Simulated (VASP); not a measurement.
# SnSe in VASP: a series of runs

One slab, SnSe, is run at these levels: PBE; tasks: single point.

All numbers are computed with VASP 6.6.1; they aren't measurements. Logs are shortened: lines on timing, memory, paths and dates and some standing lists are left out, and cuts for length are marked.

## (1) The structure

The cell holds a slab with vacuum, 12 atoms: a = 4.190 Å, b = 4.460 Å, c = 29.925 Å, α = 90.00°, β = 90.00°, γ = 90.00°.

## (2) Single point, PBE

INCAR reads:

```
SYSTEM = SnSe
PREC = Accurate
ENCUT = 460
EDIFF = 1E-7
ISMEAR = 0
SIGMA = 0.05
LREAL = .FALSE.
LASPH = .TRUE.
NELM = 120
ALGO = Normal
ISIF = 2
LWAVE = .FALSE.
LCHARG = .FALSE.
GGA = PE
NBANDS = 80
LVHAR = .TRUE.
LVACPOTAV = .TRUE.
IDIPOL = 3
```

KPOINTS reads:

```
regular mesh
0
G
  5 5 1
  0 0 0
```

POSCAR reads:

```
SnSe
1.0
    4.1900000000      0.0000000000      0.0000000000
    0.0000000000      4.4600000000      0.0000000000
    0.0000000000      0.0000000000     29.9253000000
Se Sn
6 6
Direct
    0.7500000000      0.5210000000      0.2506240539
    0.2500000000      0.4790000000      0.3627465723
    0.7500000000      0.9790000000      0.4439387408
    0.2500000000      0.0210000000      0.5560612592
    0.7500000000      0.5210000000      0.6372534277
    0.2500000000      0.4790000000      0.7493759461
    0.2500000000      0.1030000000      0.2610630470
    0.7500000000      0.8970000000      0.3523075792
    0.2500000000      0.3970000000      0.4543777339
    0.7500000000      0.6030000000      0.5456222661
    0.2500000000      0.1030000000      0.6476924208
    0.7500000000      0.8970000000      0.7389369530
```

Potentials or basis: VASP PAW PBE potentials, release 64 (Se, Sn_d).

Command:

```bash
$ cat potpaw_PBE.64/Se/POTCAR potpaw_PBE.64/Sn_d/POTCAR > POTCAR
$ mpirun -np 1 vasp_std > vasp.out
```

OUTCAR:

```text
SYSTEM = SnSe
   PREC = Accurate
   ENCUT = 460
   EDIFF = 1E-7
   ISMEAR = 0
   LREAL = .FALSE.
   LASPH = .TRUE.
   NELM = 120
   ISIF = 2
   GGA = PE

 Found      9 irreducible k-points:

 Following reciprocal coordinates:
            Coordinates               Weight
  0.000000  0.000000  0.000000      1.000000
  0.200000  0.000000  0.000000      2.000000
  0.400000  0.000000  0.000000      2.000000
  0.000000  0.200000  0.000000      2.000000
  0.200000  0.200000  0.000000      4.000000
  0.400000  0.200000  0.000000      4.000000
   k-points           NKPTS =      9   k-points in BZ     NKDIM =      9   number of bands    NBANDS=     80
   number of dos      NEDOS =    301   number of ions     NIONS =     12
   total plane-waves  NPLWV = 201600
   dimension x,y,z NGX =    30 NGY =   32 NGZ =  210
   dimension x,y,z NGXF=    60 NGYF=   64 NGZF=  420
   ions per type =               6   6
   NGX,Y,Z   is equivalent  to a cutoff of  11.90, 11.93, 11.67 a.u.
   NGXF,Y,Z  is equivalent  to a cutoff of  23.81, 23.86, 23.33 a.u.
 SYSTEM =  SnSe
   PREC   = accura    normal or accurate (medium, high low for compatibility)
   ISTART =      0    job   : 0-new  1-cont  2-samecut
   ICHARG =      2    charge: 1-file 2-atom 10-const
   ISPIN  =      1    spin polarized calculation?
   LNONCOLLINEAR =      F non collinear calculations
   LSORBIT =      F    spin-orbit coupling
   LASPH  =      T    aspherical Exc in radial PAW
   ENCUT  =  460.0 eV  33.81 Ry    5.81 a.u.   7.33  7.80 52.33*2*pi/ulx,y,z
   NELM   =    120;   NELMIN=  2; NELMDL= -5     # of ELM steps
   EDIFF  = 0.1E-06   stopping-criterion for ELM
   LREAL  =      F    real-space projection
   EDIFFG = 0.1E-05   stopping-criterion for IOM
   NSW    =      0    number of steps for IOM
   IBRION =     -1    ionic relax: 0-MD 1-quasi-New 2-CG
   NFREE  =      0    steps in history (QN), initial steepest desc. (CG)
   ISIF   =      2    stress and relaxation
   ISYM   =      2    0-nonsym 1-usesym 2-fastsym
   POTIM  = 0.5000    time-step for ionic-motion
   TEBEG  =    0.0;   TEEND  =   0.0 temperature during run
   PSTRESS=    0.0 pullay stress
   NELECT =     120.0000    total number of electrons
   NUPDOWN=      -1.0000    fix difference up-down
   EMIN   =  10.00;   EMAX   =-10.00  energy-range for DOS
   EFERMI =   0.00;   METHOD = LEGACY
   ISMEAR =     0;   SIGMA  =   0.05  broadening in eV -4-tet -1-fermi 0-gaus
   EFERMI_NEDOS =   21; number of points for ismear=-14 and -15
   IALGO  =     38    algorithm
   IMIX   =      4    mixing-type and parameters
     AMIX     =   0.40;   BMIX     =  1.00
     AMIX_MAG =   1.60;   BMIX_MAG =  1.00
  volume/ion in A,a.u.               =      46.60       314.49
  Fermi-wavevector in a.u.,A,eV,Ry     =   0.980105  1.852131 13.069846  0.960607
  Thomas-Fermi vector in A             =   2.111010
   LORBIT       =      0    0 simple, 1 ext, 2 COOP (PROOUT), +10 PAW based schemes
   GGA     = PE    functional components
   LHFCALC =     F    Hartree Fock is set to
   AEXX    =    0.0000 exact exchange contribution
   IVDW    =     0    specifies the selected vdW correction
   LEPSILON=     F    determine dielectric tensor
   LRPA    =     F    only Hartree local field effects (RPA)
 non-spin polarized calculation
 Gauss-broadening in eV      SIGMA  =   0.05
  energy-cutoff  :      460.00
  volume of cell :      559.23
 maximum number of plane-waves:     12569
 NGX is ok and might be reduce to    30
   NGX = 15   NGY = 15   NGZ =105

 number of electron     120.0000014 magnetization

 Free energy of the ion-electron system (eV)
  ---------------------------------------------------
  ext. energy  EPLUGINS =         0.00000000
  ---------------------------------------------------
  free energy    TOTEN  =       -48.10186640 eV

  energy without entropy =      -48.10186637  energy(sigma->0) =      -48.10186639

 E-fermi :   1.1605     XC(G=0):  -6.0722

 val. band max:        0.9869502977   @ k =   0.0000   0.4000   0.0000
 cond. band min:       1.3340793848   @ k =   0.4000   0.0000   0.0000
 fundamental gap:      0.3471290871
 Fermi energy:         1.1605193453

 k-point     1 :       0.0000    0.0000    0.0000
  band No.  band energies     occupation
      1     -20.5435      2.00000
      2     -20.5435      2.00000
      3     -20.4971      2.00000
      4     -20.4971      2.00000
      5     -20.4898      2.00000
      6     -20.4898      2.00000
[... 64 lines left out ...]
     71       4.9145      0.00000
     72       5.0103      0.00000

 k-point     2 :       0.2000    0.0000    0.0000
  band No.  band energies     occupation
      1     -20.5407      2.00000
      2     -20.5407      2.00000
      3     -20.4983      2.00000
      4     -20.4983      2.00000
      5     -20.4897      2.00000
      6     -20.4897      2.00000
[... 64 lines left out ...]
     71       4.6825      0.00000
     72       4.6885      0.00000

 k-point     3 :       0.4000    0.0000    0.0000
  band No.  band energies     occupation
      1     -20.5363      2.00000
      2     -20.5363      2.00000
      3     -20.5002      2.00000
      4     -20.5002      2.00000
      5     -20.4898      2.00000
      6     -20.4898      2.00000
[... 214 lines left out ...]
     71       4.6274      0.00000
     72       4.8838      0.00000

 k-point     6 :       0.4000    0.2000    0.0000
  band No.  band energies     occupation
      1     -20.5356      2.00000
      2     -20.5356      2.00000
      3     -20.5002      2.00000
      4     -20.5002      2.00000
      5     -20.4903      2.00000
      6     -20.4903      2.00000
[... 64 lines left out ...]
     71       4.6554      0.00000
     72       4.7158      0.00000

 [... further k-points ...]

 [bands above 72 left out]

------------------------ aborting loop because EDIFF is reached ----------------------------------------

 dipolmoment           0.000000      0.000000     -0.000006 electrons x Angstroem

  FORCE on cell =-STRESS in cart. coord.  units (eV):
  Direction    XX          YY          ZZ          XY          YZ          ZX
  --------------------------------------------------------------------------------------
  -------------------------------------------------------------------------------------
  Total       -1.9485681     -2.2918087      1.9077164      0.0000000     -1.0157777      0.0000000
  in kB       -5.5826292     -6.5660101      5.4655894      0.0000000     -2.9101934      0.0000000
  external PRESSURE =      -2.2276833 kB  Pullay stress =       0.0000000 kB

 VOLUME and BASIS-vectors are now :
 -----------------------------------------------------------------------------
  energy-cutoff  :      460.00
  volume of cell :      559.23
      direct lattice vectors                 reciprocal lattice vectors
     4.190000000  0.000000000  0.000000000     0.238663484  0.000000000  0.000000000
     0.000000000  4.460000000  0.000000000     0.000000000  0.224215247  0.000000000
     0.000000000  0.000000000 29.925300000     0.000000000  0.000000000  0.033416541

 POSITION                                       TOTAL-FORCE (eV/Angst)
 -----------------------------------------------------------------------------------
      3.14250      2.32366      7.50000         0.000000     -0.468703     -0.178458
      1.04750      2.13634     10.85530         0.000000     -0.121240     -0.095412
      3.14250      4.36634     13.28500         0.000000     -0.041825      0.112801
      1.04750      0.09366     16.64030         0.000000      0.041825     -0.112801
      3.14250      2.32366     19.07000         0.000000      0.121240      0.095412
      1.04750      2.13634     22.42530         0.000000      0.468703      0.178458
      1.04750      0.45938      7.81239         0.000000      0.678124      0.225596
      3.14250      4.00062     10.54291         0.000000     -0.062363     -0.240247
      1.04750      1.77062     13.59739         0.000000      0.002230      0.013266
      3.14250      2.68938     16.32791         0.000000     -0.002230     -0.013266
      1.04750      0.45938     19.38239         0.000000      0.062363      0.240247
      3.14250      4.00062     22.11291         0.000000     -0.678124     -0.225596
 -----------------------------------------------------------------------------------
    total drift:                                0.000000      0.000000     -0.000000

  FREE ENERGIE OF THE ION-ELECTRON SYSTEM (eV)
  ---------------------------------------------------
  free  energy   TOTEN  =       -48.1018664008 eV

  energy  without entropy=      -48.1018663744  energy(sigma->0) =      -48.10186639
```

OSZICAR:

```text
N       E                     dE             d eps       ncg     rms          rms(c)
DAV:   1     0.118282397489E+04    0.11828E+04   -0.50230E+04  1496   0.147E+03
DAV:   2     0.152751986459E+03   -0.10301E+04   -0.98844E+03  1536   0.384E+02
DAV:   3    -0.346988775135E+02   -0.18745E+03   -0.18131E+03  1688   0.179E+02
[... 16 lines left out ...]
DAV:  20    -0.481018583631E+02   -0.15334E-04   -0.26580E-07  1224   0.877E-04    0.366E-04
DAV:  21    -0.481018649803E+02   -0.66172E-05   -0.14532E-07  1184   0.610E-04    0.191E-04
DAV:  22    -0.481018659950E+02   -0.10147E-05   -0.13963E-08  1112   0.294E-04    0.891E-05
DAV:  23    -0.481018663198E+02   -0.32486E-06   -0.62206E-09  1032   0.171E-04    0.444E-05
DAV:  24    -0.481018664008E+02   -0.80991E-07   -0.17070E-09  1024   0.126E-04
   1 F= -.48101866E+02 E0= -.48101866E+02  d E =-.263832E-07
```

Wall time 5.7 min (1 thread of AMD EPYC 9R45 (Zen 5), shared host); peak memory 0.58 GiB.

These settings aren't checked as converged: the numbers below hold their error.

What came out:

```yaml
Free_energy: -48.1019 eV
Largest_force: 0.715 eV/Å
Band_gap_on_the_k_mesh: 0.35 eV, indirect (least direct gap 0.71 eV)
```

Caveat: spin-orbit coupling is left out, which moves the levels of the heavy elements.

## (3) Single point, PBE

This run uses another cell than the first one, of 41.93 Å³/atom, 0.900 times its volume.

Changes to INCAR since step 2:

```diff
@@ -2,3 +2,3 @@
 PREC = Accurate
-ENCUT = 460
+ENCUT = 650
 EDIFF = 1E-7
@@ -13,2 +13,5 @@
 LCHARG = .FALSE.
+LDIPOL = .TRUE.
+IDIPOL = 3
+DIPOL = 0.5 0.5 0.500
 GGA = PE
@@ -17,2 +20 @@
 LVACPOTAV = .TRUE.
-IDIPOL = 3
```

KPOINTS is that of step 2.

POSCAR reads:

```
SnSe
1.0
    4.1900000000      0.0000000000      0.0000000000
    0.0000000000      4.4600000000      0.0000000000
    0.0000000000      0.0000000000     26.9253000000
Se Sn
6 6
Direct
    0.7500000000      0.5210000000      0.2228387427
    0.2500000000      0.4790000000      0.3474538817
    0.7500000000      0.9790000000      0.4376924305
    0.2500000000      0.0210000000      0.5623075695
    0.7500000000      0.5210000000      0.6525461183
    0.2500000000      0.4790000000      0.7771612573
    0.2500000000      0.1030000000      0.2344408419
    0.7500000000      0.8970000000      0.3358517825
    0.2500000000      0.3970000000      0.4492945297
    0.7500000000      0.6030000000      0.5507054703
    0.2500000000      0.1030000000      0.6641482175
    0.7500000000      0.8970000000      0.7655591581
```

Potentials or basis: VASP PAW PBE potentials, release 64 (Se, Sn_d).

Command:

```bash
$ cat potpaw_PBE.64/Se/POTCAR potpaw_PBE.64/Sn_d/POTCAR > POTCAR
$ mpirun -np 1 vasp_std > vasp.out
```

Wall time 8.4 min (1 thread of AMD EPYC 9R45 (Zen 5), shared host); peak memory 0.83 GiB.

These settings aren't checked as converged: the numbers below hold their error.

Results:

| Property | Result |
| --- | --- |
| Free energy | -48.1018 eV |
| Largest force | 0.715 eV/Å |
| Band gap on the k mesh | 0.35 eV, indirect (least direct gap 0.71 eV) |
| Ionisation potential of the upper face | 4.93 eV |

Caveat: spin-orbit coupling is left out, which moves the levels of the heavy elements.
